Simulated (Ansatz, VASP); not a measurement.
## Two plane-wave programs on SnSe2

Contents of INCAR:

```
PREC = Accurate
ENCUT = 520
EDIFF = 1E-7
ISMEAR = 1
SIGMA = 0.05
LREAL = False
LASPH = True
NELM = 60
ALGO = Normal
ISIF = 2
LWAVE = False
LCHARG = False
GGA = PS
NBANDS = 20
```

File KPOINTS:

```
Automatic mesh
0
Gamma
  4 4 4
```

The input POSCAR:

```
SnSe2
1.0
    0.0000000000      3.4068553633      3.4068553633
    3.4068553633      0.0000000000      3.4068553633
    3.4068553633      3.4068553633      0.0000000000
Sn Se
1 2
Direct
    0.0000000000      0.0000000000      0.0000000000
    0.2500000000      0.2500000000      0.2500000000
    0.7500000000      0.7500000000      0.7500000000
```

Input for Ansatz:

```yaml
crystal:
  lattice:
    - [0.0, 3.4068553633, 3.4068553633]
    - [3.4068553633, 0.0, 3.4068553633]
    - [3.4068553633, 3.4068553633, 0.0]
  atoms:
    - { symbol: Sn, position: [0.0, 0.0, 0.0] }
    - { symbol: Se, position: [0.25, 0.25, 0.25] }
    - { symbol: Se, position: [0.75, 0.75, 0.75] }
kpoints:
  mp_grid: { grid: [4, 4, 4] }
hamiltonian:
  xc: pbesol
scf:
  occupations: { method: methfessel_paxton, width: 0.05 }
  n_extra_bands: 4
output:
  forces: true
  stress: true
  eigenvalues: true
```

Alike in both runs: task single point; functional PBEsol; k mesh 4 × 4 × 4; occupations methfessel-paxton of order 1, width 0.05 eV; no spin polarisation.

```csv
,VASP,Ansatz
version,VASP 6.6.1,Ansatz 0.2.0
potentials or method,"VASP PAW PBE potentials, release 64 (Sn_d, Se)",plane waves
plane-wave cutoff (eV),520,420
valence electrons in the cell,26,46
```

VASP gave:

| Property | Result |
| --- | --- |
| pressure (GPa) | -1.1 |

Q: What did Ansatz give for the same quantities?

A: Pressure (GPa): -1.2.

With one functional, cell and mesh, what is left measures potentials, basis and numerics. The two sets of potentials don't hold the same shells in valence.

Caveats: the k mesh is coarse (spacing up to 0.40 Å⁻¹), so the values aren't converged; the PAW data sets were made with another functional, which shifts forces and pressure a little (VASP).
